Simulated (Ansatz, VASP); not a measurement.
# One calculation of Be4S, two programs

```
Be S
1.0
     3.86534    0.00000    0.00000
     0.00000    3.86534    0.00000
     0.00000    0.00000    3.86534
Be S
4 1
Cartesian
  1.1633 1.1633 1.1633
  2.7020 2.7020 1.1633
  1.1633 2.7020 2.7020
  2.7020 1.1633 2.7020
  0.0000 0.0000 0.0000
```

Change from the starting cell: species swapped into the SnI4 type (P-43m, No. 215).

Alike in both runs: functional PBE; k mesh 10 × 10 × 10; occupations gaussian, width 0.1 eV; no spin polarisation.

Ansatz relaxed the structure, and its values are those at the end. VASP's run is a single point on that final structure, the one shown.

```csv
,VASP,Ansatz
version,VASP 6.6.1,Ansatz 0.2.0
potentials or method,"VASP PAW PBE potentials, release 64 (Be, S)","scalar-relativistic, plane waves, PAW"
plane-wave cutoff (eV),520,420
valence electrons in the cell,14,14
```

|  | VASP | Ansatz | Ansatz less VASP |
| --- | --- | --- | --- |
| gap on the k mesh at the Fermi level (eV) | none | none | - |
| pressure (GPa) | 0.0 | 0.0 | -0.04 |

A gap of «none» marks a metal or a gap that the smearing closes. The functional is the same, so the differences come from potentials, cutoffs and numerics.
